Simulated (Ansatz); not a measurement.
# Residual resistivity of an alloy: Ru(0001) with 2 layers of random Ru-Rh, 2x2, part 2 of 2

How strongly does chemical disorder scatter in Ru(0001) with 2 layers of random Ru-Rh, 2x2?

Ansatz 0.2.0; Ansatz plane-wave DFT, PBE, PAW files; ballistic transport by layer matching (Landauer), zero bias; PAW set soft_1.

So far. Step 3 (With 6 alloy layers): Over the solved energies the transmission per spin lies between 3.55 and 3.63, out of 5.48 channels of the lead on average (up to 6).

**4. With 10 alloy layers**

In 10 layers a share of 0.5 of the sites is given to Rh at random. A fresh draw is used; the growth of the resistance with length is what counts.

System of this step: Ru(0001) with 10 layers of random Ru-Rh, 2x2. The cell holds 80 atoms: 60 Ru and 20 Rh. Cell: a = 5.412 Å, b = 5.412 Å, c = 42.819 Å, α = 90.0°, β = 90.0°, γ = 120.0°. It derives from Ru. Regions: lead, 40 atoms (40 Ru); scattering region, 40 atoms (20 Ru and 20 Rh). The structure is stacked along c, and the current runs across the ab planes.

Input file input.yaml:

```yaml
crystal:
  lattice:
    - [5.4116, 0.0, 0.0]
    - [-2.7058, 4.6865830751, 0.0]
    - [0.0, 0.0, 42.819]
  atoms:
    - { symbol: Ru, position: [0.1666666667, 0.3333333333, 0.025] }
    - { symbol: Ru, position: [0.1666666667, 0.8333333333, 0.025] }
    - { symbol: Ru, position: [0.6666666667, 0.3333333333, 0.025] }
    - { symbol: Ru, position: [0.6666666667, 0.8333333333, 0.025] }
    - { symbol: Ru, position: [0.3333333333, 0.1666666667, 0.075] }
    - { symbol: Ru, position: [0.3333333333, 0.6666666667, 0.075] }
    - { symbol: Ru, position: [0.8333333333, 0.1666666667, 0.075] }
    - { symbol: Ru, position: [0.8333333333, 0.6666666667, 0.075] }
    - { symbol: Ru, position: [0.1666666667, 0.3333333333, 0.125] }
    - { symbol: Ru, position: [0.1666666667, 0.8333333333, 0.125] }
    - { symbol: Ru, position: [0.6666666667, 0.3333333333, 0.125] }
    - { symbol: Ru, position: [0.6666666667, 0.8333333333, 0.125] }
    - { symbol: Ru, position: [0.3333333333, 0.1666666667, 0.175] }
    - { symbol: Ru, position: [0.3333333333, 0.6666666667, 0.175] }
    - { symbol: Ru, position: [0.8333333333, 0.1666666667, 0.175] }
    - { symbol: Ru, position: [0.8333333333, 0.6666666667, 0.175] }
    - { symbol: Ru, position: [0.1666666667, 0.3333333333, 0.225] }
    - { symbol: Ru, position: [0.1666666667, 0.8333333333, 0.225] }
    - { symbol: Ru, position: [0.6666666667, 0.3333333333, 0.225] }
    - { symbol: Ru, position: [0.6666666667, 0.8333333333, 0.225] }
    - { symbol: Ru, position: [0.3333333333, 0.1666666667, 0.275] }
    - { symbol: Ru, position: [0.3333333333, 0.6666666667, 0.275] }
    - { symbol: Ru, position: [0.8333333333, 0.1666666667, 0.275] }
    - { symbol: Rh, position: [0.8333333333, 0.6666666667, 0.275] }
    - { symbol: Rh, position: [0.1666666667, 0.3333333333, 0.325] }
    - { symbol: Ru, position: [0.1666666667, 0.8333333333, 0.325] }
    - { symbol: Rh, position: [0.6666666667, 0.3333333333, 0.325] }
    - { symbol: Ru, position: [0.6666666667, 0.8333333333, 0.325] }
    - { symbol: Ru, position: [0.3333333333, 0.1666666667, 0.375] }
    - { symbol: Rh, position: [0.3333333333, 0.6666666667, 0.375] }
    - { symbol: Rh, position: [0.8333333333, 0.1666666667, 0.375] }
    - { symbol: Rh, position: [0.8333333333, 0.6666666667, 0.375] }
    - { symbol: Ru, position: [0.1666666667, 0.3333333333, 0.425] }
    - { symbol: Rh, position: [0.1666666667, 0.8333333333, 0.425] }
    - { symbol: Rh, position: [0.6666666667, 0.3333333333, 0.425] }
    - { symbol: Rh, position: [0.6666666667, 0.8333333333, 0.425] }
    - { symbol: Rh, position: [0.3333333333, 0.1666666667, 0.475] }
    - { symbol: Rh, position: [0.3333333333, 0.6666666667, 0.475] }
    - { symbol: Ru, position: [0.8333333333, 0.1666666667, 0.475] }
    - { symbol: Rh, position: [0.8333333333, 0.6666666667, 0.475] }
    - { symbol: Rh, position: [0.1666666667, 0.3333333333, 0.525] }
    - { symbol: Rh, position: [0.1666666667, 0.8333333333, 0.525] }
    - { symbol: Ru, position: [0.6666666667, 0.3333333333, 0.525] }
    - { symbol: Ru, position: [0.6666666667, 0.8333333333, 0.525] }
    - { symbol: Ru, position: [0.3333333333, 0.1666666667, 0.575] }
    - { symbol: Ru, position: [0.3333333333, 0.6666666667, 0.575] }
    - { symbol: Ru, position: [0.8333333333, 0.1666666667, 0.575] }
    - { symbol: Ru, position: [0.8333333333, 0.6666666667, 0.575] }
    - { symbol: Ru, position: [0.1666666667, 0.3333333333, 0.625] }
    - { symbol: Ru, position: [0.1666666667, 0.8333333333, 0.625] }
    - { symbol: Rh, position: [0.6666666667, 0.3333333333, 0.625] }
    - { symbol: Rh, position: [0.6666666667, 0.8333333333, 0.625] }
    - { symbol: Ru, position: [0.3333333333, 0.1666666667, 0.675] }
    - { symbol: Ru, position: [0.3333333333, 0.6666666667, 0.675] }
    - { symbol: Rh, position: [0.8333333333, 0.1666666667, 0.675] }
    - { symbol: Rh, position: [0.8333333333, 0.6666666667, 0.675] }
    - { symbol: Ru, position: [0.1666666667, 0.3333333333, 0.725] }
    - { symbol: Rh, position: [0.1666666667, 0.8333333333, 0.725] }
    - { symbol: Ru, position: [0.6666666667, 0.3333333333, 0.725] }
    - { symbol: Rh, position: [0.6666666667, 0.8333333333, 0.725] }
    - { symbol: Ru, position: [0.3333333333, 0.1666666667, 0.775] }
    - { symbol: Ru, position: [0.3333333333, 0.6666666667, 0.775] }
    - { symbol: Ru, position: [0.8333333333, 0.1666666667, 0.775] }
    - { symbol: Ru, position: [0.8333333333, 0.6666666667, 0.775] }
    - { symbol: Ru, position: [0.1666666667, 0.3333333333, 0.825] }
    - { symbol: Ru, position: [0.1666666667, 0.8333333333, 0.825] }
    - { symbol: Ru, position: [0.6666666667, 0.3333333333, 0.825] }
    - { symbol: Ru, position: [0.6666666667, 0.8333333333, 0.825] }
    - { symbol: Ru, position: [0.3333333333, 0.1666666667, 0.875] }
    - { symbol: Ru, position: [0.3333333333, 0.6666666667, 0.875] }
    - { symbol: Ru, position: [0.8333333333, 0.1666666667, 0.875] }
    - { symbol: Ru, position: [0.8333333333, 0.6666666667, 0.875] }
    - { symbol: Ru, position: [0.1666666667, 0.3333333333, 0.925] }
    - { symbol: Ru, position: [0.1666666667, 0.8333333333, 0.925] }
    - { symbol: Ru, position: [0.6666666667, 0.3333333333, 0.925] }
    - { symbol: Ru, position: [0.6666666667, 0.8333333333, 0.925] }
    - { symbol: Ru, position: [0.3333333333, 0.1666666667, 0.975] }
    - { symbol: Ru, position: [0.3333333333, 0.6666666667, 0.975] }
    - { symbol: Ru, position: [0.8333333333, 0.1666666667, 0.975] }
    - { symbol: Ru, position: [0.8333333333, 0.6666666667, 0.975] }
kpoints:
  mp_grid: { grid: [5, 5, 1] }
hamiltonian:
  xc: pbe
  pseudopotentials: { kind: paw, azcp: { folder: soft_1 } }
scf:
  occupations: { method: fermi_dirac, width: 0.1 }
output:
  transmission:
    leads: [[0, 8]]
    kmesh: [10, 10]
    e_range: [-0.05, 0.05]
    de: 0.05
  write_potential: true
  write_density: true
  volumetric_format: npy
```

Command:

```
ansatz run input.yaml --threads 4 --pin off --max-ram 15360MiB --backend cpu --events-out ev --progress --plain --runs-dir out
```

Numbers of over 12 decimals in the logs are rounded to 6 here.

The log of the run:

```text
[...]
Crystal: 80 atoms, lattice volume = 1085.972 Å³
Basis set: ecut = 420 eV, 21185 PW (Γ)
Bands: 780, of which v1, the nominal top of the filled ones, is band 650 counted from 1 (649 counted from 0)
Symmetry: 1 space group operations
[...]
k-points: 13 of 25 (time reversal used)
[...]
SCF iter   1: F=—  HF=-480833.575474 eV  |F-HF|=—  |Δ(HF+E_count)|=         —  Δρ=1.28e-1  dr2=9.82e2  ethr=3.10e-3  ⟨swp⟩=5.1  Hψ=32434  notcnv=0  defer=22
[...]
SCF iter  11: F=-480782.643578 eV  HF=-480782.643578 eV  |F-HF|=8.04e-8  |Δ(HF+E_count)|=   9.31e-9  Δρ=3.71e-7  dr2=8.10e-8  ethr=7.69e-12  ⟨swp⟩=7.2  Hψ=22936  notcnv=0
SCF 1 converged in 11 iterations: F = -480782.643578 eV  dr2 = 8.10e-8
[...]
transmission: 417 of 4160 steps passed
transmission: 832 of 4160 steps passed
[...]
transmission: 4160 of 4160 steps passed
SCF converged after 11 iterations
Free energy (F): -480782.643578 eV
[...]
Internal energy: -480779.957604 eV  (E = F + TS)
E sigma→0 (E₀):  -480781.300591 eV
Entropy (-TS):   -2.685973 eV (-33.575 meV/atom)
Fermi energy:    23.273861 eV
[...]
--- Band table (eV; the first three rows and the last of 13) ---
  k-point 0: bands = [... 646 lower, 23.9815, 24.0003, 24.0020, 24.0189, 24.0289, 24.0421, 24.0443, 24.0722, ... 126 higher]
  k-point 1: bands = [... 646 lower, 23.6049, 23.6303, 23.6399, 23.6511, 23.6706, 23.6859, 23.7067, 23.7361, ... 126 higher]
  k-point 2: bands = [... 646 lower, 22.9635, 22.9853, 23.0004, 23.0079, 23.0353, 23.0506, 23.0806, 23.1191, ... 126 higher]
  k-point 12: bands = [... 646 lower, 23.1335, 23.2532, 23.2689, 23.2907, 23.3220, 23.3392, 23.3460, 23.3487, ... 126 higher]
--- Transmission ---
  basis      : 223 plane waves across, 80 finite elements along
  points     : 52, standing for a mesh of 10 x 10
[...]
channels       : 5.280000e0 a spin
[...]
junction   : crystal 0 to crystal 0, 0.70 to 39.24 Å
    transmission   : 3.144677e0 a spin
[...]
```

The job ended after 29 min (4 threads of Arm Neoverse V1, shared host; peak memory 8.6 GiB; 1.8 h of CPU time).

Numbers from this step:

```
free energy                                   : -480782.6436 eV
energy at zero smearing                       : -480781.3006 eV
Fermi energy                                  : 23.27 eV
transmission per spin nearest the Fermi level : 3.145
step of the lead's potential                  : 8.5 meV
```

Per spin. Transmission, zone mean against energy, zero at the Fermi level:

| energy (eV) | transmission, zone mean |
| --- | --- |
| -0.0500 | 3.26 |
| 0.0000 | 3.14 |
| 0.0500 | 3.20 |

Over the solved energies the transmission per spin lies between 3.14 and 3.26, out of 5.5 channels of the lead on average (up to 6.06).

**5. The fit**

This step: Ansatz plane-wave DFT, PBE, PAW files; ballistic transport by layer matching (Landauer), zero bias; residual resistivity from the slope of the area resistance, atoms on the host's lattice; PAW set soft_1 (Ansatz 0.2.0).

This step gave:

- resistivity: 16.23 µΩ cm
- intercept: 0.08956 fΩ m²
- scatter about the fit: 0.01384 fΩ m²

Resistance, by row:

| run | length (Å) | T | channels N | RA (fΩ m²) |
| --- | --- | --- | --- | --- |
| n2 | 4.282 | 4.359 | 5.44 | 0.1493 |
| n6 | 12.85 | 3.577 | 5.48 | 0.3177 |
| n10 | 21.41 | 3.201 | 5.5 | 0.4273 |

Table of area resistance by length of the alloy:

| length of the alloy (Å) | area resistance (fΩ m²) |
| --- | --- |
| 4.28 | 0.149 |
| 12.85 | 0.318 |
| 21.41 | 0.427 |

The area resistance goes from 0.15 to 0.43 fΩ m² between 4.3 and 21.4 Å, a slope of 16 µΩ cm.

By hand from the end points: (0.4273 − 0.1493) fΩ m² / (21.41 − 4.28) Å = 16 µΩ cm, since 1 fΩ m² per Å is 1000 µΩ cm.

**6. Results**

```
resistivity from the slope  : 16.2 µΩ cm
area resistance over 4.28 Å : 0.149 fΩ m²
area resistance over 12.8 Å : 0.318 fΩ m²
area resistance over 21.4 Å : 0.427 fΩ m²
```

The slope gives 16 µΩ cm. The points scatter by 0.014 fΩ m² about the line, with one random draw a length in a 2x2 cell, so the slope is a rough value. The lead's own channel count moves between the runs (5.44, 5.48 and 5.5), which shifts RA and the slope too. Read with a model of isotropic scattering on a spherical Fermi surface and the lead's 1.7×10¹⁵ S/m², this slope means a mean free path near 30 Å (a rough figure, since the alloy's own channel count differs); over these lengths the model's slope is 1.07 times its bulk resistivity, which would be 15 µΩ cm. The atoms sit on the host's lattice, so scattering by size misfit is left out. With 50 % of Rh, whose own structure is another, this is a hypothetical phase.

[Logs are printed without paths, hosts, clocks, repeated set-up lines and the standing remarks that a program may print on its own settings, such as how far it seeks lower states.]

[Hosts, paths, dates, database ids (printed as entryN), source tags and the programs' standing remarks are cut or masked in the printed files.]
